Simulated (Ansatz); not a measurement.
Crystal: As.

```xyz
2
Lattice="1.8808 1.0859 3.5141 -1.8808 1.0859 3.5141 0.0000 -2.1718 3.5141" Properties=species:S:1:pos:R:3 pbc="T T T"
As    0.0000    0.0000    2.3825
As    0.0000    0.0000    8.1597
```

Base run:

* Program: Ansatz 0.2.0
* Functional: LDA
* Potentials or basis: Ansatz PAW
* Cutoff: 420 eV (not typed: the program's choice for these potentials)
* k mesh: 7 × 7 × 7
* Occupations: fermi-dirac, width 0.05 eV
* Spin: spin-orbit coupling, no magnetisation

Its results: band gap on the k mesh none (metal or under the smearing width); pressure -1.4 GPa; largest force 0.224 eV/Å.

The run is repeated on the same cell with these changes: functional from LDA to PBE. What comes out?

Band gap on the k mesh none (metal or under the smearing width); pressure 3.6 GPa; largest force 0.390 eV/Å.

PBE binds less tightly than LDA, so the same cell stands under more pressure.

Caveats: the PAW data sets come from PBE, with cores solved anew for the run's functional, which leaves a small shift of forces and pressure (some runs).
